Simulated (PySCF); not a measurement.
# C4H6 (Cyclobutene): the cost of one run

Computed with PySCF 2.14.0, with density-fitted response routines of our own, on a single molecule in the gas phase. Atoms are numbered from 0 throughout.

## 1. Starting geometry

10 atoms, charge 0, multiplicity 1; geometry from: MMFF94s. The atoms were then displaced at random by about 0.03 Å, so the start is not that level's minimum.

Bonds of the start (Å): C0–C1 1.45, C1–C2 1.53, C2–C3 1.67, C3–C0 1.42, C0–H4 1.03, C1–H5 1.11, C2–H6 1.07, C2–H7 1.02, C3–H8 1.04, C3–H9 1.13.

## 2. Relaxing the molecule at PBE0-D3(BJ)/def2-SVP

The job: settings as JSON, then the geometry in Å.

```
{"job": {"xc": "PBE0", "basis": "def2-SVP", "d3": "d3bj", "grid": 1, "shake": 0.03, "kind": "geom"}, "charge": 0, "multiplicity": 1}
C      1.162160     0.238490    -0.060530
C      0.020350     1.114260    -0.214550
C     -1.024730     0.009190    -0.015740
C      0.354530    -0.908520     0.154390
H      2.166830     0.448440    -0.147650
H     -0.089680     2.204670    -0.409190
H     -1.558530     0.093640     0.908060
H     -1.564800    -0.205790    -0.856180
H      0.318600    -1.684700    -0.537280
H      0.339930    -1.386440     1.183090
```

Launch:

```bash
$ OMP_NUM_THREADS=1 python probes_run.py task.json out
```

One launch serves the whole session: the jobs run in the order shown.

Q: Estimate the wall time and peak memory of this first job on 1 thread of Arm Neoverse V1, shared host.

About 20 s, with a peak of 0.35 GiB.
